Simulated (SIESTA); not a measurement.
The system is Te2Pt (Moncheite).

```
Pt Te
1.0
     4.01000    0.00000    0.00000
    -2.00500    3.47276    0.00000
     0.00000    0.00000    5.20100
Pt Te
1 2
Direct
  0.00000 0.00000 0.00000
  0.66667 0.33333 0.75000
  0.33333 0.66667 0.25000
```

Program: SIESTA 5.4.2. Alike in all runs: task band structure; no spin polarisation; cell as given; k mesh 8 × 8 × 5; smearing fermi-dirac 0.05 eV; grid cutoff 800 Ry; energy shift 0.003 Ry.

Problem. Order these runs on this cell by their pressure, lowest first.
A. level LDA; potentials or basis PseudoDojo 0.4 standard (LDA files), DZP (energy shift 0.003 Ry; two zetas on semicore shells)
B. level revPBE; potentials or basis PseudoDojo 0.4 standard (PBE files), DZP (energy shift 0.003 Ry; two zetas on semicore shells)
C. level BLYP; potentials or basis PseudoDojo 0.4 standard (PBE files), DZP (energy shift 0.003 Ry; two zetas on semicore shells)
D. level AM05; potentials or basis PseudoDojo 0.4 standard (PBEsol files), DZP (energy shift 0.003 Ry; two zetas on semicore shells)

Solution. A (5.0 GPa), D (6.9 GPa), B (13.3 GPa), C (18.7 GPa).

Caveats: short orbitals over semicore shells can move pressures by several GPa; the basis of atomic orbitals isn't converged, which shifts pressures, moduli and gaps; the potentials were made for another functional, which shifts forces and pressure (some runs).

Runs at the PBE level aren't shown here.
